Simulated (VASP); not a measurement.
Write the native input for VASP 6.6.1 that does the following.

```
Task                   : relaxation of cell and atoms
Functional             : PBE
Dispersion             : D3(BJ)
Potentials or basis    : VASP PAW PBE potentials, release 64 (Os)
Cutoff                 : 600 eV
k mesh                 : 20 × 20 × 20
Occupations            : gaussian, width 0.1 eV
Spin                   : no spin polarisation
Dipole correction      : no
Further INCAR settings : ALGO = Normal; EDIFF = 1e-07; IBRION = 2; EDIFFG = -0.002; NSW = 100; ISIF = 3
```

The structure of Os lies in POSCAR:

```
Os
1.0
   -1.5356666804      1.5356666804      1.5356666804
    1.5356666804     -1.5356666804      1.5356666804
    1.5356666804      1.5356666804     -1.5356666804
Os
1
Direct
    0.0000000000      0.0000000000      0.0000000000
```

This isn't the form of Os at room conditions, which is hcp.

The input as run:

INCAR

```
ALGO = Normal
EDIFF = 1E-7
EDIFFG = -0.002
ENCUT = 600
GGA = PE
IBRION = 2
ISIF = 3
ISMEAR = 0
IVDW = 12
LASPH = True
LCHARG = False
LREAL = False
LWAVE = False
NELM = 100
NSW = 100
PREC = Accurate
SIGMA = 0.1
```

KPOINTS

```
k-points
0
Gamma
  20 20 20
```

Potentials or basis: VASP PAW PBE potentials, release 64 (Os).

The run is started by

```console
$ cat potpaw_PBE.64/Os/POTCAR > POTCAR
$ mpirun -np 1 vasp_std > vasp.out
```

It gave:

- Relaxed volume: 14.50 Å³/atom
- Relaxed cell: a = 2.661 Å, b = 2.661 Å, c = 2.661 Å, α = 109.47°, β = 109.47°, γ = 109.47°
- Space group after relaxing (to 0.05 Å): Im-3m (No. 229)
- Energy gained by relaxing: 0.0 meV/atom
- Ionic steps: 4
- Pressure after relaxing: 0.0 GPa
- Band gap on the k mesh: none (metal or under the smearing width)
- Dispersion energy per atom: -0.630 eV

Caveat: pairwise dispersion overbinds metals, which lowers pressure and volume.

It took 45 s on 1 thread of Intel(R) Xeon(R) Platinum 8259CL CPU @ 2.50GHz (Skylake/Cascade Lake), with other jobs on the host, peak memory 0.19 GiB.
